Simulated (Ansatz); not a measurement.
Cu:

```xyz
4
Lattice="2.5308 0.0000 0.0000 -1.2654 2.1917 0.0000 0.0000 0.0000 8.2618" Properties=species:S:1:pos:R:3 pbc="T T T"
Cu    1.2654    0.7306    6.1964
Cu    0.0000    0.0000    4.1309
Cu    0.0000    1.4611    2.0655
Cu    0.0000    0.0000    0.0000
```

This isn't the form of Cu at room conditions, which is fcc.

| Item | Value |
| --- | --- |
| Program | Ansatz 0.2.0 |
| Task | relaxation of cell and atoms |
| Functional | LDA |
| Potentials or basis | Ansatz PAW |
| Cutoff | 420 eV (not typed: the program's choice for these potentials) |
| k mesh | 12 × 12 × 4 |
| Occupations | fermi-dirac, width 0.05 eV |
| Spin | no spin polarisation |

At the start: volume 11.46 Å³/atom.

Task: Where does the relaxation end?

Result: It ends after 6 steps and the volume is 10.90 Å³/atom (-4.9 %); space group P6_3/mmc (No. 194, to 0.05 Å).

Step by step:
| step | energy change (eV) | largest force (eV/Å) | volume (Å³) |
| --- | --- | --- | --- |
| 1 | 0.0000 | 0.0000 | 45.83 |
| 2 | -0.0473 | 0.0000 | 44.65 |
| 3 | -0.0625 | 0.0000 | 43.47 |
| 4 | -0.0626 | 0.0000 | 43.59 |
| 5 | -0.0626 | 0.0000 | 43.59 |
| 6 | -0.0610 | 0.0000 | 43.59 |

Final structure:
```yaml
crystal:
  lattice:
    - [2.49130, 0.00000, 0.00000]
    - [-1.24565, 2.15753, 0.00000]
    - [0.00000, 0.00000, 8.10938]
  atoms:
    - { symbol: Cu, position: [0.66667, 0.33333, 0.75000] }
    - { symbol: Cu, position: [0.00000, 0.00000, 0.50000] }
    - { symbol: Cu, position: [0.33333, 0.66667, 0.25000] }
    - { symbol: Cu, position: [0.00000, 0.00000, 0.00000] }
```

Caveat: the plane-wave basis is chosen anew once the cell has moved, so the energies of steps on either side of that aren't comparable; the PAW data sets come from PBE, with cores solved anew for the run's functional, which leaves a small shift of forces and pressure.
